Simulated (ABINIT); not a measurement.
A run of ABINIT 10.8.3 (patched build):

File run.abi:

```
pp_dirpath "./"
pseudos "Cd.GGA_PBE-JTH.xml, Se.GGA_PBE-JTH.xml"

acell 4.3 4.3 7.02 Angstrom
rprim
     1.0000000000     0.0000000000     0.0000000000
    -0.5000000000     0.8660254038     0.0000000000
     0.0000000000     0.0000000000     1.0000000000
ntypat 2
znucl 48 34
natom 4
typat 1 1 2 2
xcart
     4.0629111684     2.3457228563     6.6329386974
    -0.0000000004     4.6914457133     0.0000000000
     4.0629111684     2.3457228563    11.7403014945
    -0.0000000004     4.6914457133     5.1073627970

ecut 26.0
pawecutdg 48.0

kptopt 1
ngkpt 7 7 4
nshiftk 1
shiftk 0.0 0.0 0.0

ixc -263267
usekden 1
pawxcdev 0

nband 22
occopt 3
tsmear 0.05 eV

nstep 100
tolvrs 1.0e-7

iomode 3
prtwf 0
prteig 0
prtebands 0
enunit 2
prtvol 2
prtden 1
prtvha 1
prtvclmb 1
prtpot 1
```

Potentials or basis: JTH PAW PBE v2.0.

The run is started by

```bash
$ abinit run.abi > log 2>&1
```

Hardware: 1 thread of Arm Neoverse V1 (shared host).

**Question.** Estimate the wall time of this run.

**Answer.** It took 6.2 min on 1 thread of Arm Neoverse V1 (shared host), peak memory 0.34 GiB. Counts: scf iterations 14, mpi ranks 1, k points 24, bands 22, plane waves 4830.
